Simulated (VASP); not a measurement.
# Er (Fm-3m) in VASP: notebook

One crystal, Er, is run at these levels: PBE; tasks: single point.

All numbers are computed with VASP 6.6.1; they aren't measurements. Logs are shortened: lines on timing, memory, paths and dates and some standing lists are left out, and cuts for length are marked.

## (1) The crystal as given

The structure is cubic, space group Fm-3m (No. 225). The conventional cell has a = 4.960 Å, b = 4.960 Å, c = 4.960 Å, α = 90.00°, β = 90.00°, γ = 90.00°. Around Er (site symmetry m-3m) lie 12 Er at 3.51 Å.

This isn't the form of Er at room conditions, which is hcp.

## (2) Single point, PBE, collinear spin, ferromagnetic start

INCAR

```
SYSTEM = Er
PREC     = Accurate       ! precision mode
ENCUT    = 350            ! plane-wave cutoff, eV
EDIFF    = 1E-6           ! SCF threshold, eV
ISMEAR   = 0              ! smearing method
SIGMA    = 0.2            ! smearing width, eV
LREAL    = .False.        ! projectors in reciprocal space
LASPH    = .True.         ! aspherical terms in the spheres
NELM     = 100            ! most SCF steps
ALGO     = Normal         ! electronic algorithm
ISIF     = 2              ! what is computed and relaxed
LWAVE    = .False.        ! write WAVECAR
LCHARG   = .False.        ! write CHGCAR
ISPIN    = 2              ! spin polarisation
MAGMOM   = 3              ! initial moments
LORBIT   = 11             ! projections on sites
LMAXMIX  = 6              ! l up to which the mixer works
GGA      = PE             ! functional
ADDGRID  = .False.
```

KPOINTS

```
Automatic mesh
0
Gamma
  7 7 7
  0 0 0
```

POSCAR

```
Er
1.0
    0.0000000000      2.4798434248      2.4798434248
    2.4798434248      0.0000000000      2.4798434248
    2.4798434248      2.4798434248      0.0000000000
Er
1
Direct
    0.0000000000      0.0000000000      0.0000000000
```

Potentials or basis: VASP PAW PBE potentials, release 64 (Er_3), 4f in core.

Command:

```sh
cat potpaw_PBE.64/Er_3/POTCAR > POTCAR
mpirun -np 1 vasp_std > vasp.out
```

OUTCAR:

```text
SYSTEM = Er
   PREC = Accurate
   ENCUT = 350
   EDIFF = 1E-6
   ISMEAR = 0
   LREAL = .False.
   LASPH = .True.
   NELM = 100
   ISIF = 2
   ISPIN = 2
   LORBIT = 11
   GGA = PE

 Found     20 irreducible k-points:

 Following reciprocal coordinates:
            Coordinates               Weight
  0.000000  0.000000  0.000000      1.000000
  0.142857  0.000000  0.000000      8.000000
  0.285714  0.000000  0.000000      8.000000
  0.428571  0.000000  0.000000      8.000000
  0.142857  0.142857  0.000000      6.000000
  0.285714  0.142857  0.000000     24.000000
   k-points           NKPTS =     20   k-points in BZ     NKDIM =     20   number of bands    NBANDS=     10
   number of dos      NEDOS =    301   number of ions     NIONS =      1
   total plane-waves  NPLWV =  13824
   dimension x,y,z NGX =    24 NGY =   24 NGZ =   24
   dimension x,y,z NGXF=    48 NGYF=   48 NGZF=   48
   ions per type =               1
   NGX,Y,Z   is equivalent  to a cutoff of  11.38, 11.38, 11.38 a.u.
   NGXF,Y,Z  is equivalent  to a cutoff of  22.75, 22.75, 22.75 a.u.
 SYSTEM =  Er
   PREC   = accura    normal or accurate (medium, high low for compatibility)
   ISTART =      0    job   : 0-new  1-cont  2-samecut
   ICHARG =      2    charge: 1-file 2-atom 10-const
   ISPIN  =      2    spin polarized calculation?
   LNONCOLLINEAR =      F non collinear calculations
   LSORBIT =      F    spin-orbit coupling
   LASPH  =      T    aspherical Exc in radial PAW
   ENCUT  =  350.0 eV  25.72 Ry    5.07 a.u.   5.35  5.35  5.35*2*pi/ulx,y,z
   NELM   =    100;   NELMIN=  2; NELMDL= -5     # of ELM steps
   EDIFF  = 0.1E-05   stopping-criterion for ELM
   LREAL  =      F    real-space projection
   EDIFFG = 0.1E-04   stopping-criterion for IOM
   NSW    =      0    number of steps for IOM
   IBRION =     -1    ionic relax: 0-MD 1-quasi-New 2-CG
   NFREE  =      0    steps in history (QN), initial steepest desc. (CG)
   ISIF   =      2    stress and relaxation
   ISYM   =      2    0-nonsym 1-usesym 2-fastsym
   POTIM  = 0.5000    time-step for ionic-motion
   TEBEG  =    0.0;   TEEND  =   0.0 temperature during run
   PSTRESS=    0.0 pullay stress
   NELECT =       9.0000    total number of electrons
   NUPDOWN=      -1.0000    fix difference up-down
   EMIN   =  10.00;   EMAX   =-10.00  energy-range for DOS
   EFERMI =   0.00;   METHOD = LEGACY
   ISMEAR =     0;   SIGMA  =   0.20  broadening in eV -4-tet -1-fermi 0-gaus
   EFERMI_NEDOS =   21; number of points for ismear=-14 and -15
   IALGO  =     38    algorithm
   IMIX   =      4    mixing-type and parameters
     AMIX     =   0.40;   BMIX     =  1.00
     AMIX_MAG =   1.60;   BMIX_MAG =  1.00
  volume/ion in A,a.u.               =      30.50       205.83
  Fermi-wavevector in a.u.,A,eV,Ry     =   1.089904  2.059619 16.162222  1.187890
  Thomas-Fermi vector in A             =   2.226117
   LORBIT       =     11    0 simple, 1 ext, 2 COOP (PROOUT), +10 PAW based schemes
   GGA     = PE    functional components
   LHFCALC =     F    Hartree Fock is set to
   AEXX    =    0.0000 exact exchange contribution
   IVDW    =     0    specifies the selected vdW correction
   LEPSILON=     F    determine dielectric tensor
   LRPA    =     F    only Hartree local field effects (RPA)
 spin polarized calculation
 Gauss-broadening in eV      SIGMA  =   0.20
  energy-cutoff  :      350.00
  volume of cell :       30.50
 maximum number of plane-waves:       465
 NGX is ok and might be reduce to    24
   NGX = 11   NGY = 11   NGZ = 11

 number of electron       8.9999998 magnetization      -0.0273220

 number of electron       8.9999998 magnetization       0.0001071

 Free energy of the ion-electron system (eV)
  ---------------------------------------------------
  ext. energy  EPLUGINS =         0.00000000
  ---------------------------------------------------
  free energy    TOTEN  =        -4.48848226 eV

  energy without entropy =       -4.46210702  energy(sigma->0) =       -4.47529464

 E-fermi :   3.0755     XC(G=0):  -9.8742

 val. band max:        2.9754881708   @ k =   0.2857   0.2857   0.0000
 cond. band min:       3.1707534933   @ k =   0.4286   0.2857   0.1429
 fundamental gap:      0.1952653225
 Fermi energy:         3.0755161516

 spin component 1

 k-point     1 :       0.0000    0.0000    0.0000
  band No.  band energies     occupation
      1     -21.3005      1.00000
      2     -21.3005      1.00000
      3     -21.3005      1.00000
      4      -2.4833      1.00000
      5       5.0945      0.00000
      6       5.0945      0.00000
      7       5.0945      0.00000
      8       7.4406      0.00000
      9       7.4406      0.00000
     10      12.6434      0.00000

 k-point     2 :       0.1429    0.0000    0.0000
  band No.  band energies     occupation
      1     -21.4191      1.00000
      2     -21.3157      1.00000
      3     -21.3157      1.00000
      4      -1.9316      1.00000
      5       4.5239      0.00000
      6       5.3213      0.00000
      7       5.3213      0.00000
      8       7.2037      0.00000
      9       7.2037      0.00000
     10      13.6630      0.00000

 k-point     3 :       0.2857    0.0000    0.0000
  band No.  band energies     occupation
      1     -21.6755      1.00000
      2     -21.3496      1.00000
      3     -21.3496      1.00000
      4      -0.5817      1.00000
      5       3.7251      0.00000
      6       5.2967      0.00000
      7       5.2967      0.00000
      8       7.6462      0.00000
      9       7.6462      0.00000
     10      12.2934      0.00000

 k-point     4 :       0.4286    0.0000    0.0000
  band No.  band energies     occupation
      1     -21.8719      1.00000
      2     -21.3765      1.00000
      3     -21.3765      1.00000
      4       0.5266      1.00000
      5       3.6753      0.00001
      6       4.9456      0.00000
      7       4.9456      0.00000
      8       8.9214      0.00000
      9       8.9214      0.00000
     10      11.4162      0.00000

 k-point     5 :       0.1429    0.1429    0.0000
  band No.  band energies     occupation
      1     -21.4161      1.00000
      2     -21.3416      1.00000
      3     -21.3416      1.00000
      4      -1.7478      1.00000
      5       4.2659      0.00000
      6       5.5304      0.00000
      7       5.5304      0.00000
      8       6.3520      0.00000
      9       7.7190      0.00000
     10      14.3027      0.00000

 k-point     6 :       0.2857    0.1429    0.0000
  band No.  band energies     occupation
      1     -21.6051      1.00000
      2     -21.3821      1.00000
      3     -21.3760      1.00000
      4      -0.6375      1.00000
      5       3.5787      0.00019
      6       5.0694      0.00000
      7       5.8138      0.00000
      8       6.7103      0.00000
      9       8.1494      0.00000
     10      13.8169      0.00000

 [... further k-points ...]

 spin component 2

 k-point     1 :       0.0000    0.0000    0.0000
  band No.  band energies     occupation
      1     -21.3004      1.00000
      2     -21.3004      1.00000
      3     -21.3004      1.00000
      4      -2.4832      1.00000
      5       5.0944      0.00000
      6       5.0944      0.00000
      7       5.0944      0.00000
      8       7.4405      0.00000
      9       7.4405      0.00000
     10      12.6438      0.00000

 k-point     2 :       0.1429    0.0000    0.0000
  band No.  band energies     occupation
      1     -21.4191      1.00000
      2     -21.3156      1.00000
      3     -21.3156      1.00000
      4      -1.9315      1.00000
      5       4.5239      0.00000
      6       5.3213      0.00000
      7       5.3213      0.00000
      8       7.2036      0.00000
      9       7.2036      0.00000
     10      13.6634      0.00000

 k-point     3 :       0.2857    0.0000    0.0000
  band No.  band energies     occupation
      1     -21.6755      1.00000
      2     -21.3495      1.00000
      3     -21.3495      1.00000
      4      -0.5816      1.00000
      5       3.7252      0.00000
      6       5.2966      0.00000
      7       5.2966      0.00000
      8       7.6462      0.00000
      9       7.6462      0.00000
     10      12.2937      0.00000

 k-point     4 :       0.4286    0.0000    0.0000
  band No.  band energies     occupation
      1     -21.8719      1.00000
      2     -21.3765      1.00000
      3     -21.3765      1.00000
      4       0.5266      1.00000
      5       3.6755      0.00001
      6       4.9455      0.00000
      7       4.9455      0.00000
      8       8.9214      0.00000
      9       8.9214      0.00000
     10      11.4163      0.00000

 k-point     5 :       0.1429    0.1429    0.0000
  band No.  band energies     occupation
      1     -21.4161      1.00000
      2     -21.3416      1.00000
      3     -21.3416      1.00000
      4      -1.7477      1.00000
      5       4.2658      0.00000
      6       5.5303      0.00000
      7       5.5303      0.00000
      8       6.3519      0.00000
      9       7.7189      0.00000
     10      14.3030      0.00000

 k-point     6 :       0.2857    0.1429    0.0000
  band No.  band energies     occupation
      1     -21.6050      1.00000
      2     -21.3821      1.00000
      3     -21.3760      1.00000
      4      -0.6374      1.00000
      5       3.5787      0.00019
      6       5.0694      0.00000
      7       5.8138      0.00000
      8       6.7103      0.00000
      9       8.1494      0.00000
     10      13.8172      0.00000

 [... further k-points ...]
[... 5 lines left out ...]
  --------------------------------------------------------------------------------------
  -------------------------------------------------------------------------------------
  Total       -0.0179514     -0.0179514     -0.0179514      0.0000000      0.0000000     -0.0000000
  in kB       -0.9429894     -0.9429894     -0.9429894      0.0000000      0.0000000     -0.0000000
  external PRESSURE =      -0.9429894 kB  Pullay stress =       0.0000000 kB

 VOLUME and BASIS-vectors are now :
 -----------------------------------------------------------------------------
  energy-cutoff  :      350.00
  volume of cell :       30.50
      direct lattice vectors                 reciprocal lattice vectors
     0.000000000  2.479843425  2.479843425    -0.201625633  0.201625633  0.201625633
     2.479843425  0.000000000  2.479843425     0.201625633 -0.201625633  0.201625633
     2.479843425  2.479843425  0.000000000     0.201625633  0.201625633 -0.201625633

 POSITION                                       TOTAL-FORCE (eV/Angst)
 -----------------------------------------------------------------------------------
      0.00000      0.00000      0.00000         0.000000      0.000000      0.000000
 -----------------------------------------------------------------------------------
    total drift:                               -0.000000      0.000000     -0.000000

  FREE ENERGIE OF THE ION-ELECTRON SYSTEM (eV)
  ---------------------------------------------------
  free  energy   TOTEN  =        -4.4884822587 eV

  energy  without entropy=       -4.4621070200  energy(sigma->0) =       -4.47529464

 total charge

# of ion       s       p       d       tot
------------------------------------------
    1        0.514   6.498   1.107   8.120

 magnetization (x)

# of ion       s       p       d       tot
------------------------------------------
    1       -0.000   0.000   0.000   0.000
```

Run time: 7.3 s. Hardware: 1 thread of Intel Xeon 6975P-C (Granite Rapids), shared host; peak memory 0.14 GiB.

The run converged, but some of its settings lie outside the range that counts as converged, so its numbers aren't taken as properties of the crystal.

Results:

| Quantity | Value |
| --- | --- |
| Free energy | -4.4885 eV |
| Pressure | -0.1 GPa |
| Band gap on the k mesh | none (metal or under the smearing width) |
| Net moment | 0.00 μB per cell |
| Valence electrons inside the program's atomic spheres | Er 8.12 |

Caveat: the magnetic or orbital state may not be the lowest; spin-orbit coupling is left out, which moves the levels of the heavy elements; the 4f electrons are frozen in the core as for a trivalent ion, so they carry no moment and show no levels.

## (3) Single point, PBE, collinear spin, ferromagnetic start

INCAR is that of step 2.

KPOINTS is that of step 2.

POSCAR

```
Er
1.0
   -0.0089250000      2.4571370000      2.4791170000
    2.4542050000     -0.0023290000      2.4725200000
    2.4870360000      2.4833720000     -0.0351600000
Er
1
Direct
   -0.0043710000     -0.0077920000     -0.0181410000
```

Potentials or basis: VASP PAW PBE potentials, release 64 (Er_3), 4f in core.

Command:

```sh
cat potpaw_PBE.64/Er_3/POTCAR > POTCAR
mpirun -np 1 vasp_std > vasp.out
```

Wall time 25 s (1 thread of Intel Xeon 6975P-C (Granite Rapids), shared host); peak memory 0.18 GiB.

These settings aren't checked as converged: the numbers below hold their error.

What came out:

| Item | Value |
| --- | --- |
| Free energy | -4.4867 eV |
| Pressure | -0.1 GPa |
| Band gap on the k mesh | none (metal or under the smearing width) |
| Net moment | 0.00 μB per cell |
| Valence electrons inside the program's atomic spheres | Er 8.12 |

Caveat: the magnetic or orbital state may not be the lowest; spin-orbit coupling is left out, which moves the levels of the heavy elements; the 4f electrons are frozen in the core as for a trivalent ion, so they carry no moment and show no levels.
